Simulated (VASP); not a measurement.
A run of VASP 6.6.1 is set up as follows.

File INCAR:

```
ALGO = Normal
EDIFF = 1E-6
EDIFFG = -0.01
ENCUT = 600
GGA = PS
IBRION = 2
ISIF = 3
ISMEAR = 0
KPAR = 4
LASPH = T
LCHARG = F
LREAL = F
LWAVE = F
NELM = 80
NSW = 90
PREC = Accurate
SIGMA = 0.03
```

The input KPOINTS:

```
k-points
0
Gamma
  8 8 8
```

The input POSCAR:

```
KI
1.0
    0.0000000000      3.5327750000      3.5327750000
    3.5327750000      0.0000000000      3.5327750000
    3.5327750000      3.5327750000      0.0000000000
K I
1 1
Direct
    0.0000000000      0.0000000000      0.0000000000
    0.5000000000      0.5000000000      0.5000000000
```

Potentials or basis: VASP PAW PBE potentials, release 64 (K_sv, I).

Run with:

```console
$ cat potpaw_PBE.64/K_sv/POTCAR potpaw_PBE.64/I/POTCAR > POTCAR
$ mpirun -np 4 vasp_std > vasp.out
```

(1) Predict the relaxed cell.

(2) What does it give for the band gap on the k mesh?

(3) Estimate the space group after relaxing (to 0.05 Å).

## Answers

(1) a = 4.961 Å, b = 4.961 Å, c = 4.961 Å, α = 60.00°, β = 60.00°, γ = 60.00°.

(2) 3.86 eV, direct.

(3) Fm-3m (No. 225).

Caveat: spin-orbit coupling is left out, which moves the levels of the heavy elements.
